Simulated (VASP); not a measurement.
Set up this calculation in VASP 6.6.1, as the native input.

```
Task                   : relaxation of cell and atoms
Functional             : PBE
Dispersion             : D3(BJ)
Potentials or basis    : VASP PAW PBE potentials, release 64 (Ba_sv, Hf_pv, O)
Cutoff                 : 600 eV
k mesh                 : 6 × 6 × 6
Occupations            : gaussian, width 0.02 eV
Spin                   : no spin polarisation
Dipole correction      : no
Further INCAR settings : ALGO = Normal; EDIFF = 1e-07; IBRION = 2; EDIFFG = -0.01; NSW = 100; ISIF = 3
```

The structure of BaHfO3 lies in POSCAR:

```
BaHfO3
1.0
    4.1695666300      0.0000000000      0.0000000000
    0.0000000000      4.1695666300      0.0000000000
    0.0000000000      0.0000000000      4.1703767800
Ba Hf O
1 1 3
Direct
    0.5000000000      0.5000000000      0.9964249700
    0.0000000000      0.0000000000      0.4978753300
    0.0000000000      0.5000000000      0.4988901300
    0.5000000000      0.0000000000      0.4988901300
    0.0000000000      0.0000000000      0.9979412000
```

The cell comes from a database or a generator and needn't be the stable form of this composition.

These files were run (other wordings do the same):

INCAR

```
SYSTEM = BaHfO3
PREC     = Accurate       ! precision mode
ENCUT    = 600            ! plane-wave cutoff, eV
EDIFF    = 1E-7           ! SCF threshold, eV
ISMEAR   = 0              ! smearing method
SIGMA    = 0.02           ! smearing width, eV
LREAL    = .FALSE.        ! projectors in reciprocal space
LASPH    = .TRUE.         ! aspherical terms in the spheres
NELM     = 100            ! most SCF steps
ALGO     = Normal         ! electronic algorithm
ISIF     = 3              ! what is computed and relaxed
LWAVE    = .FALSE.        ! write WAVECAR
LCHARG   = .FALSE.        ! write CHGCAR
GGA      = PE             ! functional
IVDW     = 12             ! dispersion correction
IBRION   = 2              ! ionic algorithm
NSW      = 100            ! ionic steps
EDIFFG   = -0.01          ! ionic threshold
```

KPOINTS

```
regular mesh
0
G
  6 6 6
  0 0 0
```

Potentials or basis: VASP PAW PBE potentials, release 64 (Ba_sv, Hf_pv, O).

Command:

```sh
$ cat potpaw_PBE.64/Ba_sv/POTCAR potpaw_PBE.64/Hf_pv/POTCAR potpaw_PBE.64/O/POTCAR > POTCAR
$ mpirun -np 1 vasp_std > vasp.out
```

It gave:

```
Relaxed volume                         : 14.59 Å³/atom
Relaxed cell                           : a = 4.178 Å, b = 4.178 Å, c = 4.178 Å, α = 90.00°, β = 90.00°, γ = 90.00°
Space group after relaxing (to 0.05 Å) : Pm-3m (No. 221)
Energy gained by relaxing              : 0.2 meV/atom
Ionic steps                            : 8
Pressure after relaxing                : -0.1 GPa
Largest force after relaxing           : 0.008 eV/Å
Band gap on the k mesh                 : 3.58 eV, indirect (least direct gap 3.80 eV)
Dispersion energy per atom             : -0.233 eV
```

Caveat: spin-orbit coupling is left out, which moves the levels of the heavy elements.

Wall time 4.1 min on 1 thread of AMD EPYC 9R14 (Zen 4), on a shared host, peak memory 0.25 GiB.
